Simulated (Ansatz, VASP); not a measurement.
## One calculation of BeS, two programs

```
S Be
1.0
     0.00000    2.42500    2.42500
     2.42500    0.00000    2.42500
     2.42500    2.42500    0.00000
S Be
1 1
Direct
  0.75000 0.75000 0.75000
  0.00000 0.00000 0.00000
```

Alike in both runs: task relaxation of cell and atoms; functional revPBE; dispersion D4; k mesh 9 × 9 × 9; occupations fermi-dirac, width 0.05 eV; no spin polarisation.

|  | VASP | Ansatz |
| --- | --- | --- |
| version | VASP 6.6.1 | Ansatz 0.2.0 |
| potentials or method | VASP PAW PBE potentials, release 64 (S, Be) | Ansatz PAW |
| plane-wave cutoff (eV) | 600 | 420 |
| valence electrons in the cell | 8 | 8 |

VASP gave:

| Property | Result |
| --- | --- |
| gap on the k mesh at the Fermi level, each at its own relaxed structure (eV) | 3.20 |
| relaxed volume (Å³/atom) | 13.80 |
| relaxed cell length with the largest relative difference (Å) | 3.392 |
| energy change over the relaxation (meV/atom) | -5 |

Question: Which values does Ansatz return?

Answer: gap on the k mesh at the Fermi level, each at its own relaxed structure (eV): 3.21; relaxed volume (Å³/atom): 13.80; relaxed cell length with the largest relative difference (Å): 3.392; energy change over the relaxation (meV/atom): -5.

Caveats: the PAW data sets were made with another functional, which shifts forces and pressure a little (VASP); an odd mesh through Γ misses points on the zone boundary, where band edges often lie (VASP); odd divisions of the mesh miss points on the zone boundary, where band edges often lie, so the gap on the mesh can be too wide (Ansatz); the plane-wave basis is chosen anew once the cell has moved, so the energies of steps on either side of that aren't comparable (Ansatz); the PAW data sets come from PBE, with cores solved anew for the run's functional, which leaves a small shift of forces and pressure (Ansatz). As with any semilocal functional, this revPBE gap is likely too small.
